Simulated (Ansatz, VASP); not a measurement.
**One calculation of Ru, two programs**

```xyz
2
Lattice="2.7675 0.0000 0.0000 -1.3838 2.3967 0.0000 0.0000 0.0000 4.3796" Properties=species:S:1:pos:R:3 pbc="T T T"
Ru    0.0000    1.5978    1.0949
Ru    1.3838    0.7989    3.2847
```

Alike in both runs: task single point; functional r2SCAN; k mesh 12 × 12 × 7; occupations fermi-dirac, width 0.1 eV; no spin polarisation.

|  | VASP | Ansatz |
| --- | --- | --- |
| version | VASP 6.6.1 | Ansatz 0.2.0 |
| potentials or method | VASP PAW PBE potentials, release 64 (Ru_pv) | plane waves, PAW |
| plane-wave cutoff (eV) | 520 | 600 |
| valence electrons in the cell | 28 | 32 |

Ansatz gave:

```
pressure (GPa)                                  : -20.8
largest component of the traceless stress (GPa) : 1.23
```

Task: What did VASP give for the same quantities?

Result: Pressure (GPa): -19.8; largest component of the traceless stress (GPa): 1.16.

The two sets of potentials don't hold the same shells in valence.

Caveats: so large a pressure means that the cell lies far from this level's equilibrium, or that cutoff or potentials fall short (VASP); the potentials were made for another functional, which shifts forces and pressure (VASP).
